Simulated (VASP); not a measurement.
The system is Ag.

```
CELL_PARAMETERS angstrom
0.00000 2.04275 2.04275
2.04275 0.00000 2.04275
2.04275 2.04275 0.00000
ATOMIC_POSITIONS crystal
Ag 0.00000 0.00000 0.00000
```

- Program: VASP 6.6.1
- Task: relaxation of cell and atoms
- Functional: BEEF-vdW
- Potentials or basis: VASP PAW PBE potentials, release 64 (Ag)
- Cutoff: 600 eV
- k mesh: 11 × 11 × 11
- Occupations: fermi-dirac, width 0.05 eV
- Spin: no spin polarisation

At the start: pressure 8.1 GPa; volume 17.05 Å³/atom.

Task: Where does the relaxation end?

Result: Over 3 steps the energy falls by 35.1 meV/atom and the volume is 18.56 Å³/atom (+8.9 %); space group Fm-3m (No. 225, to 0.05 Å).

Step by step:
| step | energy change (eV) | largest force (eV/Å) | pressure (GPa) | volume (Å³) |
| --- | --- | --- | --- | --- |
| 1 | 0.0000 | 0.0000 | 8.12 | 17.05 |
| 2 | -0.0294 | 0.0000 | -2.56 | 19.27 |
| 3 | -0.0351 | 0.0000 | 0.05 | 18.56 |

Final structure:
```yaml
crystal:
  lattice:
    - [0.00000, 2.10155, 2.10155]
    - [2.10155, 0.00000, 2.10155]
    - [2.10155, 2.10155, 0.00000]
  atoms:
    - { symbol: Ag, position: [0.00000, 0.00000, 0.00000] }
```

Caveat: the PAW data sets were made with another functional, which shifts forces and pressure a little.
